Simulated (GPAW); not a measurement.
# I in GPAW: convergence with plane-wave cutoff (eV)

Input of the first run (plane-wave cutoff (eV) 200); the others differ in this setting and in those tied to it:

The input run.py:

```python
from ase.dft.bandgap import bandgap
from ase.io import read, write
from ase.units import GPa
from gpaw import GPAW, PW

atoms = read('I.xyz')

calc = GPAW(mode=PW(200),
            xc='RPBE',
            kpts={'size': (9, 9, 9), 'gamma': True},
            occupations={'name': 'fermi-dirac', 'width': 0.05},
            nbands=10,
            convergence={'density': 1e-05, 'energy': 1e-05},
            maxiter=100,
            txt='gpaw.txt')
atoms.calc = calc
energy = atoms.get_potential_energy()
forces = atoms.get_forces()
stress = atoms.get_stress()
calc.write('gs.gpw')
write('result.traj', atoms)
print(f'Energy: {energy:.6f} eV')
print('Forces (eV/A):')
print(forces.round(4))
print('Stress (GPa):', (stress / GPa).round(3))
print('Fermi level:', round(calc.get_fermi_level(), 4), 'eV')
print(f'Gap: {bandgap(calc)[0]:.4f} eV, direct: {bandgap(calc, direct=True)[0]:.4f} eV')
```

The input I.xyz:

```xyz
1
Lattice="-1.6174560000 1.6174560000 4.2648080000 1.6174560000 -1.6174560000 4.2648080000 1.6174560000 1.6174560000 -4.2648080000" Properties=species:S:1:pos:R:3 pbc="T T T"
I      0.0000000000      0.0000000000      0.0000000000
```

Potentials or basis: the program's PAW data sets (release 1.2.1) made for this functional, pw.

Run with:

```sh
$ OMP_NUM_THREADS=1 python run.py
```

Hardware: 1 thread of Arm Neoverse V2, with other jobs on the host.

```csv
plane-wave cutoff (eV),"energy less the tightest run, at zero smearing (meV/atom)",pressure (GPa),SCF cycles,CPU time (s),peak memory (GiB)
200,6.85,1.24,9,4.7,0.12
250,4.10,1.38,9,8.2,0.13
300,3.56,1.31,9,7.2,0.13
350,1.94,1.34,9,12,0.14
400,1.18,1.36,9,15,0.15
500,0.50,1.36,9,15,0.16
600,0.42,1.35,9,23,0.18
800,0.11,1.35,9,26,0.21
1000,0.00,1.35,9,46,0.25
```

Against the tightest run, the energy stays within 1 meV/atom from 500 on; the pressure stays within 0.1 GPa from 250 on. The tightest run that finished is the yardstick and may itself not be fully converged.

Caveat, for the tightest run too: an odd number of electrons without spin polarisation forces a metal; a magnetic or distorted state may lie lower; the program warned that so skewed a cell can give wrong results. The run has no spin-orbit coupling, so splittings on I are missing.
